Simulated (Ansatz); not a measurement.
Cost and result for the atomization energy of C$_{4}$H$_{8}$ (`C=CCC`) (12 atoms, 11 bonds).

Z-matrix (Å, degrees):
```
C
C 1 1.495
C 1 1.516 2 115.6
H 1 1.098 2 108.2 3 -123.6
H 1 1.098 2 108.2 3 123.6
C 2 1.326 1 126.4 3 0.1
H 2 1.089 1 115.1 3 -179.9
H 3 1.093 1 111.3 2 60.1
H 3 1.092 1 110.7 2 180.0
H 3 1.093 1 111.3 2 -60.1
H 6 1.084 2 122.1 1 -0.0
H 6 1.084 2 121.1 1 180.0
```

Charge 0, multiplicity 1. All single points use the PBE0-D4/def2-TZVP geometry. It is one conformer, not always the lowest. Program: Ansatz. All runs use 2 threads of a server CPU on a shared host. Times are those of one run each, without the atoms' runs, and a repeat can differ threefold. Electronic energies, without spin–orbit coupling; frozen cores. CCSD(T)/CBS adds CCSD(T) − MP2 in def2-TZVPP to the MP2 limit, and its time is that of the two runs behind it. T1 = 0.010. B3LYP takes the VWN-RPA correlation (the form of Gaussian; ORCA's B3LYP/G).

CCSD(T)/CBS is a level of theory with its own doubt, some kJ/mol a heavy atom from the limit and from the frozen cores, so smaller differences don't rank the functionals.

| level | functions | wall time |
| --- | --- | --- |
| PBE0-D4/def2-TZVPP | 236 | 3.6 s |
| PBE-D4/def2-TZVPP (with forces) | 236 | 4.3 s |
| B3LYP-D4/def2-TZVPP (with forces) | 236 | 6 s |
| r2SCAN-D4/def2-TZVPP (with forces) | 236 | 7 s |
| B2PLYP/def2-TZVPP | 236 | 7.5 s |
| ωB97X-V/def2-TZVPP | 236 | 11 s |
| ωB97M-V/def2-TZVPP (with forces) | 236 | 14 s |
| MP2/def2-QZVPP | 468 | 40 s |
| CCSD(T)/def2-TZVPP | 236 | 2.6 min |
| CCSD(T)/CBS(def2) | – | 3.3 min |

(1) What atomization energy does each give, and how far from CCSD(T)/CBS? (Best estimate.)

Results:

(1) The calculation gave: 
| level | atomization (kcal/mol) | difference from CCSD(T)/CBS | per bond |
| --- | --- | --- | --- |
| PBE0-D4/def2-TZVPP | 1162.6 | 8.7 | 0.8 |
| PBE-D4/def2-TZVPP (with forces) | 1176.5 | 22.6 | 2.0 |
| B3LYP-D4/def2-TZVPP (with forces) | 1157.2 | 3.3 | 0.3 |
| r2SCAN-D4/def2-TZVPP (with forces) | 1156.9 | 3.0 | 0.3 |
| B2PLYP/def2-TZVPP | 1145.8 | -8.1 | -0.7 |
| ωB97X-V/def2-TZVPP | 1154.1 | 0.2 | 0.0 |
| ωB97M-V/def2-TZVPP (with forces) | 1157.1 | 3.2 | 0.3 |
| MP2/def2-QZVPP | 1154.0 | 0.1 | 0.0 |
| CCSD(T)/def2-TZVPP | 1130.4 | -23.5 | -2.1 |
| CCSD(T)/CBS(def2) | 1153.9 | 0.0 | 0.0 |

The D4 term adds +7.1 kcal/mol with B3LYP and +3.7 kcal/mol with PBE0; it sums over pairs of atoms, weighted by their polarisabilities, and B3LYP, whose exchange is more repulsive, gets the larger term. From PBE to PBE0 (25 % exact exchange), in def2-TZVPP and without D4, the atomization energy moves by −13.1 kcal/mol: exact exchange takes away binding that semilocal exchange gives to molecules. In def2-TZVPP, CCSD(T) changes the Hartree–Fock value by +252.6 kcal/mol (the triples alone add +13.7 kcal/mol) and MP2 by +262.4 kcal/mol; breaking electron pairs costs correlation energy, which Hartree–Fock lacks.
